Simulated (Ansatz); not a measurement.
AlN: relaxed-ion elastic tensor

Theory: DFT PBE, scalar-relativistic, plane waves, PAW (Ansatz). Settings: 420 eV plane-wave cutoff, Γ-centred 2×8×6 mesh, fixed occupations. No spin polarisation.

Equilibrium structure at this level:
```yaml
crystal:
  lattice:
    - [10.88800, 0.00000, 0.00000]
    - [0.00000, 3.17327, 0.00000]
    - [0.00000, 0.00000, 5.07145]
  atoms:
    - { symbol: Al, position: [0.04574, 0.25000, 0.31122] }
    - { symbol: Al, position: [0.45426, 0.75000, 0.81122] }
    - { symbol: Al, position: [0.20776, 0.25000, 0.82366] }
    - { symbol: Al, position: [0.29224, 0.75000, 0.32366] }
    - { symbol: Al, position: [0.54574, 0.25000, 0.18878] }
    - { symbol: Al, position: [0.95426, 0.75000, 0.68878] }
    - { symbol: Al, position: [0.70776, 0.25000, 0.67634] }
    - { symbol: Al, position: [0.79224, 0.75000, 0.17634] }
    - { symbol: N, position: [0.04462, 0.25000, 0.70875] }
    - { symbol: N, position: [0.45538, 0.75000, 0.20875] }
    - { symbol: N, position: [0.21068, 0.25000, 0.20112] }
    - { symbol: N, position: [0.28932, 0.75000, 0.70112] }
    - { symbol: N, position: [0.54462, 0.25000, 0.79125] }
    - { symbol: N, position: [0.95538, 0.75000, 0.29125] }
    - { symbol: N, position: [0.71068, 0.25000, 0.29888] }
    - { symbol: N, position: [0.78932, 0.75000, 0.79888] }
```

It was reached by relaxing an invented guess, and it needn't be the stable form of this composition.

Question: Give the relaxed-ion elastic constants (GPa, Voigt order xx yy zz yz xz xy, on the Cartesian axes of the cell above).

Answer:
C11 = 368.2, C12 = 150.6, C13 = 99.8, C22 = 367.1, C23 = 82.8, C33 = 200.7, C44 = 90.7, C55 = 120.2, C66 = 113.8 GPa; the others vanish.

Question: Is the crystal stable against homogeneous strain?

Answer: Yes: the least eigenvalue of the tensor is 90.6 GPa.

Question: And the moduli of a polycrystal (Hill averages)?

Answer: B = 168 GPa, G = 103 GPa, E = 256 GPa, ν = 0.25.
